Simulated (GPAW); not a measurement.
Hf in GPAW: convergence with vacuum thickness (A)

Input of the first run (vacuum thickness (A) 7); the others differ in this setting and in those tied to it:

The input run.py:

```python
import numpy as np
from ase.calculators.mixing import SumCalculator
from ase.dft.bandgap import bandgap
from ase.io import read, write
from dftd3.ase import DFTD3
from gpaw import GPAW, PW

atoms = read('Hf.xyz')
atoms.pbc = (True, True, False)

calc = GPAW(mode=PW(450),
            xc='revPBE',
            kpts={'size': (9, 9, 1), 'gamma': True},
            occupations={'name': 'fermi-dirac', 'width': 0.05},
            nbands=54,
            convergence={'density': 1e-05, 'energy': 1e-05},
            maxiter=150,
            poissonsolver={'dipolelayer': 'xy'},
            txt='gpaw.txt')
atoms.calc = SumCalculator([calc, DFTD3(method='revpbe', damping='d3bj')])
energy = atoms.get_potential_energy()
forces = atoms.get_forces()
calc.write('gs.gpw')
write('result.traj', atoms)
print(f'Energy: {energy:.6f} eV')
print('Forces (eV/A):')
print(forces.round(4))
print('Fermi level:', round(calc.get_fermi_level(), 4), 'eV')
print(f'Gap: {bandgap(calc)[0]:.4f} eV, direct: {bandgap(calc, direct=True)[0]:.4f} eV')

v = calc.get_electrostatic_potential().mean(axis=(0, 1))
z = np.arange(len(v)) * atoms.cell[2, 2] / len(v)
ef = calc.get_fermi_level()
np.savetxt('planar.dat', np.c_[z, v], fmt='%.4f')
below, above = np.interp([1.5, atoms.cell[2, 2] - 1.5], z, v) - ef
print(f'Work functions: bottom {below:.4f} eV, top {above:.4f} eV')
print('Dipole moment:', *calc.get_dipole_moment().round(5), 'e A')
```

The input Hf.xyz:

```xyz
5
Lattice="3.1395541085 0.0000000000 0.0000000000 0.0000000000 3.1395541085 0.0000000000 0.0000000000 0.0000000000 15.8800000000" Properties=species:S:1:pos:R:3 pbc="T T T"
Hf     1.5697770542      1.5697770542      3.5000000005
Hf     0.0000000000      0.0000000000      5.7199999994
Hf     1.5697770542      1.5697770542      7.9400000000
Hf     0.0000000000      0.0000000000     10.1600000006
Hf     1.5697770542      1.5697770542     12.3799999995
```

Potentials or basis: the program's PAW data sets (release 1.2.1) made for this functional, pw.

Launch:

```bash
$ OMP_NUM_THREADS=1 python run.py
```

The slab is cut from a database's or a generator's crystal, which needn't be the stable form of the element.

Hardware: 1 thread of Intel(R) Xeon(R) Processor @ 2.50GHz (Skylake/Cascade Lake), on a shared host.

```tsv
vacuum thickness (A)	energy less the tightest run, at zero smearing (meV/atom)	largest force (eV/Å)	work function (eV)	SCF cycles	CPU time (s)	peak memory (GiB)
7	-0.66	0.874	3.321	15	120	0.23
8	1.82	0.910	3.718	15	130	0.23
9	1.04	0.924	3.873	15	130	0.24
10.5	0.29	0.930	3.947	15	120	0.25
12	0.08	0.931	3.965	15	150	0.25
15	0.01	0.931	3.971	15	170	0.27
18	0.00	0.931	3.971	15	190	0.29
```

Against the tightest run, the energy stays within 1 meV/atom from 10.5 on; the largest force stays within 0.005 eV/Å from 10.5 on; the work function stays within 0.02 eV from 12 on. The tightest run that finished is the yardstick and may itself not be fully converged.

Spin-orbit coupling is left out, which matters for the levels of Hf.
